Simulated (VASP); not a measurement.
# Ta (P6_3/mmc) in VASP: further runs, part 2 of 2

VASP 6.6.1.

## 3. Single point, PBE

This run uses another cell than the first one: it holds 4 atoms, not 6.

INCAR

```
PREC = Accurate
ENCUT = 520
EDIFF = 1E-6
ISMEAR = 0
SIGMA = 0.1
LREAL = F
LASPH = T
NELM = 100
ALGO = Fast
ISIF = 2
LWAVE = F
LCHARG = F
GGA = PE
NBANDS = 30
```

KPOINTS

```
regular mesh
0
Gamma
  18 18 6
```

POSCAR

```
Ta
1.0
    2.9443191217      0.0000000000      0.0000000000
   -1.4721595609      2.5498551563      0.0000000000
    0.0000000000      0.0000000000     10.0099793259
Ta
4
Direct
    0.0000000000      0.0000000000      0.0000000000
    0.0000000000      0.0000000000      0.5000000000
    0.3333333333      0.6666666667      0.7500000000
    0.6666666667      0.3333333333      0.2500000000
```

Potentials or basis: VASP PAW PBE potentials, release 64 (Ta_pv).

Started as:

```console
cat potpaw_PBE.64/Ta_pv/POTCAR > POTCAR
mpirun -np 1 vasp_std > vasp.out
```

OUTCAR:

```text
PREC = Accurate
   ENCUT = 520
   EDIFF = 1E-6
   ISMEAR = 0
   LREAL = F
   LASPH = T
   NELM = 100
   ISIF = 2
   GGA = PE

 ion  position               nearest neighbor table
   1  0.000  0.000  0.000-   3 3.03   4 3.03   4 3.03   3 3.03   4 3.03   3 3.03
   2  0.000  0.000  0.500-   3 3.03   4 3.03   4 3.03   3 3.03   4 3.03   3 3.03
   3  0.333  0.667  0.750-   1 3.03   2 3.03   1 3.03   2 3.03   1 3.03   2 3.03
   4  0.667  0.333  0.250-   1 3.03   2 3.03   1 3.03   2 3.03   1 3.03   2 3.03

  LATTYP: Found a hexagonal cell.
 ALAT       =     2.9443191217
 C/A-ratio  =     3.3997603222

  Lattice vectors:

 A1 = (   2.9443191217,   0.0000000000,   0.0000000000)
 A2 = (  -1.4721595609,   2.5498551563,   0.0000000000)
 A3 = (   0.0000000000,   0.0000000000,  10.0099793259)

Analysis of symmetry for initial positions (statically):
=====================================================================
 Subroutine PRICEL returns:
 Original cell was already a primitive cell.

 Routine SETGRP: Setting up the symmetry group for a
 hexagonal supercell.

 Subroutine GETGRP returns: Found 24 space group operations
 (whereof 12 operations were pure point group operations)
 out of a pool of 24 trial point group operations.

The static configuration has the point symmetry D_3d.
 The point group associated with its full space group is D_6h.

Analysis of symmetry for dynamics (positions and initial velocities):
=====================================================================
 Subroutine PRICEL returns:
 Original cell was already a primitive cell.

 Routine SETGRP: Setting up the symmetry group for a
 hexagonal supercell.

 Subroutine GETGRP returns: Found 24 space group operations
 (whereof 12 operations were pure point group operations)
 out of a pool of 24 trial point group operations.

The dynamic configuration has the point symmetry D_3d.
 The point group associated with its full space group is D_6h.

[... 123 lines left out ...]
  volume/ion in A,a.u.               =      18.79       126.79
  Fermi-wavevector in a.u.,A,eV,Ry     =   1.369560  2.588094 25.520390  1.875696
  Thomas-Fermi vector in A             =   2.495425
   LORBIT       =      0    0 simple, 1 ext, 2 COOP (PROOUT), +10 PAW based schemes
   GGA     = PE    functional components
   LHFCALC =     F    Hartree Fock is set to
   AEXX    =    0.0000 exact exchange contribution
   IVDW    =     0    specifies the selected vdW correction
   LEPSILON=     F    determine dielectric tensor
   LRPA    =     F    only Hartree local field effects (RPA)
 non-spin polarized calculation
 RMM-DIIS sequential band-by-band and
 Gauss-broadening in eV      SIGMA  =   0.10
  energy-cutoff  :      520.00
  volume of cell :       75.15
 maximum number of plane-waves:      2069
 NGX is ok and might be reduce to    24

 number of electron      44.0000001 magnetization

 Free energy of the ion-electron system (eV)
  ---------------------------------------------------
  ext. energy  EPLUGINS =         0.00000000
  ---------------------------------------------------
  free energy    TOTEN  =       -46.25804654 eV

  energy without entropy =      -46.23814154  energy(sigma->0) =      -46.24809404

 E-fermi :   5.5595     XC(G=0): -12.4024

 val. band max:        5.5562151472   @ k =   0.0556   0.0556   0.0000
 cond. band min:       5.5610539459   @ k =   0.3333   0.1667   0.1667
 fundamental gap:      0.0048387987
 Fermi energy:         5.5594515461

 k-point     1 :       0.0000    0.0000    0.0000
  band No.  band energies     occupation
      1     -29.0593      2.00000
      2     -28.6499      2.00000
      3     -28.5781      2.00000
      4     -28.1899      2.00000
      5     -28.1899      2.00000
      6     -28.1664      2.00000
[... 781 lines left out ...]
     29      10.3600      0.00000
     30      10.6279      0.00000

 [... further k-points ...]

------------------------ aborting loop because EDIFF is reached ----------------------------------------

  FORCE on cell =-STRESS in cart. coord.  units (eV):
  Direction    XX          YY          ZZ          XY          YZ          ZX
  --------------------------------------------------------------------------------------
  -------------------------------------------------------------------------------------
  Total        0.0095757      0.0095757      0.0338112     -0.0000000      0.0000000      0.0000000
  in kB        0.2041483      0.2041483      0.7208378     -0.0000000      0.0000000      0.0000000
  external PRESSURE =       0.3763782 kB  Pullay stress =       0.0000000 kB

 VOLUME and BASIS-vectors are now :
 -----------------------------------------------------------------------------
  energy-cutoff  :      520.00
  volume of cell :       75.15
      direct lattice vectors                 reciprocal lattice vectors
     2.944319122  0.000000000  0.000000000     0.339637097  0.196089570  0.000000000
    -1.472159561  2.549855156  0.000000000     0.000000000  0.392179139  0.000000000
     0.000000000  0.000000000 10.009979326     0.000000000  0.000000000  0.099900306

 POSITION                                       TOTAL-FORCE (eV/Angst)
 -----------------------------------------------------------------------------------
      0.00000      0.00000      0.00000        -0.000000      0.000000      0.000000
      0.00000      0.00000      5.00499        -0.000000      0.000000      0.000000
     -0.00000      1.69990      7.50748        -0.000000     -0.000000      0.000000
      1.47216      0.84995      2.50249         0.000000      0.000000      0.000000
 -----------------------------------------------------------------------------------
    total drift:                                0.000000     -0.000000     -0.000000

  FREE ENERGIE OF THE ION-ELECTRON SYSTEM (eV)
  ---------------------------------------------------
  free  energy   TOTEN  =       -46.2580465440 eV

  energy  without entropy=      -46.2381415361  energy(sigma->0) =      -46.24809404
```

OSZICAR:

```text
N       E                     dE             d eps       ncg     rms          rms(c)
DAV:   1     0.415156961218E+03    0.41516E+03   -0.24456E+04  8912   0.151E+03
DAV:   2    -0.326208695515E+02   -0.44778E+03   -0.43750E+03  9946   0.445E+02
DAV:   3    -0.479456091194E+02   -0.15325E+02   -0.14665E+02 11232   0.745E+01
DAV:   4    -0.482387597326E+02   -0.29315E+00   -0.29012E+00 10792   0.938E+00
DAV:   5    -0.482455862120E+02   -0.68265E-02   -0.68190E-02 11086   0.118E+00    0.247E+01
RMM:   6    -0.467229223627E+02    0.15227E+01   -0.15796E+00  8987   0.801E+00    0.118E+01
RMM:   7    -0.462531616456E+02    0.46976E+00   -0.20986E+00  9626   0.833E+00    0.844E-01
RMM:   8    -0.462592779433E+02   -0.61163E-02   -0.17306E-01 11047   0.217E+00    0.674E-01
RMM:   9    -0.462580304894E+02    0.12475E-02   -0.38287E-02 11787   0.744E-01    0.315E-01
RMM:  10    -0.462578622224E+02    0.16827E-03   -0.67293E-03 10497   0.467E-01    0.125E-01
RMM:  11    -0.462580301986E+02   -0.16798E-03   -0.19974E-03 12478   0.202E-01    0.604E-02
RMM:  12    -0.462580361089E+02   -0.59103E-05   -0.26853E-04 11560   0.969E-02    0.443E-03
RMM:  13    -0.462580450043E+02   -0.88954E-05   -0.74752E-05 12369   0.469E-02    0.750E-03
RMM:  14    -0.462580459357E+02   -0.93142E-06   -0.10484E-05 10261   0.203E-02    0.117E-03
RMM:  15    -0.462580465440E+02   -0.60827E-06   -0.30581E-06  7345   0.103E-02
   1 F= -.46258047E+02 E0= -.46248094E+02  d E =-.199050E-01
```

It took 2.6 min on 1 thread of Intel Xeon 6975P-C (Granite Rapids), shared host; peak memory 0.37 GiB.

Results:

| Item | Value |
| --- | --- |
| Free energy | -46.2580 eV |
| Pressure | 0.0 GPa |
| Band gap on the k mesh | none (metal or under the smearing width) |

Spin-orbit coupling is left out, which matters for the levels of Ta.
